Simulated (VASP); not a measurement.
Write the native input for VASP 6.6.1 that does the following.

- Task: relaxation of cell and atoms
- Functional: LDA
- Potentials or basis: VASP PAW LDA potentials, release 64 (C)
- Cutoff: 600 eV
- k mesh: 21 × 21 × 6
- Occupations: gaussian, width 0.1 eV
- Spin: no spin polarisation
- Dipole correction: no
- Further INCAR settings: ALGO = Fast; EDIFF = 1e-07; IBRION = 2; EDIFFG = -0.005; NSW = 100; ISIF = 3

The structure of C lies in POSCAR:

```
C
1.0
    2.4672912616      0.0000000000      0.0000000000
   -1.2336456308      2.1367369111      0.0000000000
    0.0000000000      0.0000000000      7.8030730000
C
4
Direct
    0.0000000000      0.0000000000      0.2500000000
    0.0000000000      0.0000000000      0.7500000000
    0.3333333300      0.6666666700      0.2500000000
    0.6666666700      0.3333333300      0.7500000000
```

These files were run (other wordings do the same):

INCAR

```
SYSTEM = C
  PREC = Accurate
  ENCUT = 600
  EDIFF = 1E-7
  ISMEAR = 0
  SIGMA = 0.1
  LREAL = .False.
  LASPH = .True.
  NELM = 100
  ALGO = Fast
  ISIF = 3
  LWAVE = .False.
  LCHARG = .False.
  GGA = CA
  IBRION = 2
  NSW = 100
  EDIFFG = -0.005
```

KPOINTS

```
regular mesh
0
Gamma
  21 21 6
  0 0 0
```

Potentials or basis: VASP PAW LDA potentials, release 64 (C).

Run with:

```console
$ cat potpaw_LDA.64/C/POTCAR > POTCAR
$ mpirun -np 1 vasp_std > vasp.out
```

It gave:

```json
{"Relaxed volume": "8.52 Å³/atom", "Relaxed cell": "a = 2.446 Å, b = 2.446 Å, c = 6.577 Å, α = 90.00°, β = 90.00°, γ = 120.00°", "Space group after relaxing (to 0.05 Å)": "P6_3/mmc (No. 194)", "Energy gained by relaxing": "18.9 meV/atom", "Ionic steps": "21", "Pressure after relaxing": "0.1 GPa", "Band gap on the k mesh": "none (metal or under the smearing width)"}
```

Caveat: the volume moved by over 15 % at a fixed basis, so the end points are rough.

Run time: 9.2 min on 1 thread of Intel(R) Xeon(R) 6975P-C (Granite Rapids), with other jobs on the host, peak memory 0.23 GiB.
